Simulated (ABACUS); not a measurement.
Wanted: an ASE script for an ABACUS 3.10.1 run.

- Task: relaxation of cell and atoms
- Functional: PBE
- Potentials or basis: PseudoDojo NC SR 0.4.1 PBE standard, lanthanides 3+ (f in core)
- Cutoff: 707 eV
- Density cutoff: 2830 eV
- Basis: plane waves
- k mesh: 6 × 6 × 4
- Occupations: fermi-dirac, width 0.05 eV
- Spin: no spin polarisation
- Radial cutoff of the potentials (pseudo_rcut): 10 bohr
- Max steps of the relaxation: 60
- Force threshold: 0.02 eV/Å
- Optimiser: cg
- Stress threshold: 0.2 kbar
- SCF threshold on the density: 1e-08
- Max SCF steps: 100
- Eigensolver: dav
- Mixing: broyden
- Mixing share: 0.7
- Symmetry key: 1

The structure of Gd lies in Gd.cif:

```cif
data_Gd
_cell_length_a 3.63600000
_cell_length_b 3.63600000
_cell_length_c 5.78260000
_cell_angle_alpha 90.00000000
_cell_angle_beta 90.00000000
_cell_angle_gamma 120.00000000
_space_group_name_H-M_alt 'P6_3/mmc'
_space_group_name_Hall '-P 6c 2c'
_space_group_IT_number 194
loop_
_space_group_symop_operation_xyz
'x,y,z'
'-x,-y,-z'
'x-y,x,z+1/2'
'-x+y,-x,-z+1/2'
'-y,x-y,z'
'y,-x+y,-z'
'-x,-y,z+1/2'
'x,y,-z+1/2'
'-x+y,-x,z'
'x-y,x,-z'
'y,-x+y,z+1/2'
'-y,x-y,-z+1/2'
'-y,-x,-z+1/2'
'y,x,z+1/2'
'-x,-x+y,-z'
'x,x-y,z'
'-x+y,y,-z+1/2'
'x-y,-y,z+1/2'
'y,x,-z'
'-y,-x,z'
'x,x-y,-z+1/2'
'-x,-x+y,z+1/2'
'x-y,-y,-z'
'-x+y,y,z'
loop_
_atom_site_label
_atom_site_type_symbol
_atom_site_symmetry_multiplicity
_atom_site_Wyckoff_symbol
_atom_site_fract_x
_atom_site_fract_y
_atom_site_fract_z
_atom_site_occupancy
Gd1 Gd 2 c 0.6666666667 0.3333333333 0.7500000000 1
```

These files were run (other wordings do the same):

run_abacus.py

```python
"""ABACUS run from a structure file: ASE reads it, the script writes STRU, KPT and INPUT."""
import re
import subprocess
import spglib
from ase import Atoms
from ase.io import read
from ase.units import Bohr

atoms = read("Gd.cif")
cell, frac, numbers = spglib.standardize_cell((atoms.cell[:], atoms.get_scaled_positions(), atoms.numbers), to_primitive=True, symprec=1e-4)
atoms = Atoms(numbers=numbers, cell=cell, scaled_positions=frac, pbc=True)  # the primitive cell
atoms = atoms[(-atoms.numbers).argsort(kind="stable")]  # ABACUS lists atoms element by element
pseudo = {'Gd': 'Gd.upf'}
orbital = {}
magmoms = None
kmesh = [6, 6, 4]
params = {
    'suffix': 'Gd',
    'calculation': 'cell-relax',
    'basis_type': 'pw',
    'pseudo_dir': './',
    'symmetry': 1,
    'dft_functional': 'pbe',
    'ecutwfc': 52,
    'pseudo_rcut': 10,
    'nspin': 1,
    'nbands': 15,
    'ks_solver': 'dav',
    'smearing_method': 'fd',
    'smearing_sigma': 0.00367493,
    'scf_thr': 1e-08,
    'scf_nmax': 100,
    'mixing_type': 'broyden',
    'mixing_beta': 0.7,
    'cal_force': 1,
    'cal_stress': 1,
    'relax_nmax': 60,
    'force_thr_ev': 0.02,
    'relax_method': 'cg',
    'out_stru': 1,
    'stress_thr': 0.2,
    'kpar': 4,
}

symbols = atoms.get_chemical_symbols()
elements = list(dict.fromkeys(symbols))
lines = ["ATOMIC_SPECIES"] + [f"{e} {atoms.get_masses()[symbols.index(e)]:.4f} {pseudo[e]}" for e in elements]
if orbital:
    lines += ["", "NUMERICAL_ORBITAL"] + [orbital[e] for e in elements]
lines += ["", "LATTICE_CONSTANT", f"{1 / Bohr:.10f}", "", "LATTICE_VECTORS"]
lines += [" ".join(f"{x:.10f}" for x in v) for v in atoms.cell]
lines += ["", "ATOMIC_POSITIONS", "Direct"]
for e in elements:
    lines += ["", e, "0.0", str(symbols.count(e))]
    for i, p in enumerate(atoms.get_scaled_positions(wrap=False)):
        if symbols[i] == e:
            mag = "" if magmoms is None else " mag " + " ".join(str(x) for x in (magmoms[i] if isinstance(magmoms[i], list) else [magmoms[i]]))
            lines.append(" ".join(f"{x:.10f}" for x in p) + " 1 1 1" + mag)
open("STRU", "w").write("\n".join(lines) + "\n")
open("KPT", "w").write("K_POINTS\n0\nGamma\n%d %d %d 0 0 0\n" % tuple(kmesh))
open("INPUT", "w").write("INPUT_PARAMETERS\n" + "".join(f"{k:<20s}{v}\n" for k, v in params.items()))

done = subprocess.run(['mpirun', '-np', '4', 'abacus'])
if done.returncode:
    raise SystemExit(done.returncode)
log = open("OUT.Gd/running_cell-relax.log").read()
print("final energy (eV):", re.findall(r"FINAL_ETOT_IS (\S+)", log))
```

Potentials or basis: PseudoDojo NC SR 0.4.1 PBE standard, lanthanides 3+ (f in core), plane waves.

The run is started by

```console
$ OMP_NUM_THREADS=1 python run_abacus.py > log
```

It gave:

* Band gap on the k mesh: none (metal or under the smearing width)

Caveat: the local potential of these files has a noisy tail that shifts the pressure, which isn't listed; the 4f electrons are frozen in the core as for a trivalent ion, so they carry no moment and show no levels; the run has no spin polarisation, though such a crystal can be magnetic.

Run time: 12 s on 4 MPI ranks on Intel(R) Xeon(R) 6975P-C (Granite Rapids) (shared host), peak memory 0.36 GiB a rank.
